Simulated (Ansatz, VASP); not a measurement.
## SnO2: VASP beside Ansatz

```
CELL_PARAMETERS angstrom
1.61709 0.93363 4.80059
-1.61709 0.93363 4.80059
0.00000 -1.86726 4.80059
ATOMIC_POSITIONS crystal
Sn 0.50000 0.50000 0.50000
O 0.23717 0.23717 0.23717
O 0.76283 0.76283 0.76283
```

Measurements of this composition are mostly on another form, of space group No. 136.

Alike in both runs: task single point; functional PBEsol; k mesh 6 × 6 × 6; occupations gaussian, width 0.1 eV; no spin polarisation.

|  | VASP | Ansatz |
| --- | --- | --- |
| version | VASP 6.6.1 | Ansatz 0.2.0 |
| potentials or method | VASP PAW PBE potentials, release 64 (Sn_d, O) | scalar-relativistic, plane waves, PAW |
| plane-wave cutoff (eV) | 520 | 420 |
| valence electrons in the cell | 26 | 26 |

VASP gave:

- gap on the k mesh at the Fermi level (eV): 1.85
- least direct gap on the mesh (eV): 1.97
- pressure (GPa): -4.6
- largest component of the traceless stress (GPa): 1.01
- rms of the force components (eV/Å): 0.164

Problem. Estimate Ansatz's values.

Solution. gap on the k mesh at the Fermi level (eV): 1.87; least direct gap on the mesh (eV): 1.98; pressure (GPa): -5.1; largest component of the traceless stress (GPa): 1.37; rms of the force components (eV/Å): 0.186.

Atom by atom the forces differ by 0.022 eV/Å (rms over components).

Caveats: the PAW data sets were made with another functional, which shifts forces and pressure a little (VASP); spin-orbit coupling is left out, which moves the levels of the heavy elements. A k mesh can miss the band edges. A hybrid or GW would open this gap; PBEsol tends to underestimate it.
